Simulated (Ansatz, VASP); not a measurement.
## GaAs: VASP beside Ansatz

INCAR

```
SYSTEM = GaAs
PREC = Accurate
ENCUT = 520
EDIFF = 1E-7
ISMEAR = -1
SIGMA = 0.05
LREAL = .False.
LASPH = .True.
NELM = 60
ALGO = Normal
ISIF = 2
LWAVE = .False.
LCHARG = .False.
GGA = PE
NBANDS = 16
```

The input KPOINTS:

```
Automatic mesh
0
Gamma
  8 8 8
  0 0 0
```

Contents of POSCAR:

```
GaAs
1.0
    0.0000000000      2.8268500000      2.8268500000
    2.8268500000      0.0000000000      2.8268500000
    2.8268500000      2.8268500000      0.0000000000
As Ga
1 1
Direct
    0.7579050000      0.7397830000      0.7594210000
    0.0096460000      0.0093300000     -0.0205510000
```

File input.yaml:

```yaml
crystal:
  lattice:
    - [0.0, 2.82685, 2.82685]
    - [2.82685, 0.0, 2.82685]
    - [2.82685, 2.82685, 0.0]
  atoms:
    - { symbol: As, position: [0.757905, 0.739783, 0.759421] }
    - { symbol: Ga, position: [0.009646, 0.00933, -0.020551] }
hamiltonian:
  xc: pbe
  pseudopotentials: { kind: paw }
kpoints:
  mp_grid: { grid: [8, 8, 8] }
scf:
  occupations: { method: fermi_dirac, width: 0.05 }
output:
  forces: true
  stress: true
  eigenvalues: true
```

Change from the starting cell: atoms moved at random, drawn with an rms of 0.05 Å.

Alike in both runs: task single point; functional PBE; k mesh 8 × 8 × 8; occupations fermi-dirac, width 0.05 eV; no spin polarisation.

```csv
,VASP,Ansatz
version,VASP 6.6.1,Ansatz 0.2.0
potentials or method,"VASP PAW PBE potentials, release 64 (As, Ga_d)",Ansatz PAW
plane-wave cutoff (eV),520,420
valence electrons in the cell,18,28
```

```csv
,VASP,Ansatz,Ansatz less VASP
gap on the k mesh at the Fermi level (eV),0.20,0.20,-0.002
least direct gap on the mesh (eV),0.20,0.20,-0.002
pressure (GPa),3.8,3.6,-0.20
largest component of the traceless stress (GPa),2.13,2.11,-0.024
rms of the force components (eV/Å),0.516,0.513,-0.0038
```

Atom by atom the forces differ by 0.004 eV/Å (rms over components). The two sets of potentials don't hold the same shells in valence.

A k mesh can miss the band edges.
